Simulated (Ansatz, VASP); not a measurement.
## One calculation of Si2Mo (w002), two programs

```
Si Mo
1.0
    -1.60852    1.60852    3.93617
     1.60852   -1.60852    3.93617
     1.60852    1.60852   -3.93617
Si Mo
2 1
Cartesian
  0.0000 0.0000 2.6383
  0.0000 0.0000 5.2340
  0.0000 0.0000 0.0000
```

Alike in both runs: functional PBE; k mesh 26 × 26 × 26; occupations gaussian, width 0.03 eV; no spin polarisation.

Ansatz relaxed the structure, and its values are those at the end. VASP's run is a single point on that final structure, the one shown.

|  | VASP | Ansatz |
| --- | --- | --- |
| version | VASP 6.6.1 | Ansatz 0.2.0 |
| potentials or method | VASP PAW PBE potentials, release 64 (Si, Mo_sv) | scalar-relativistic, plane waves, PAW |
| plane-wave cutoff (eV) | 520 | 420 |
| valence electrons in the cell | 22 | 22 |

```tsv
	VASP	Ansatz	Ansatz less VASP
gap on the k mesh at the Fermi level (eV)	none	none	-
pressure (GPa)	0.2	0.0	-0.17
```

A gap of «none» marks a metal or a gap that the smearing closes.
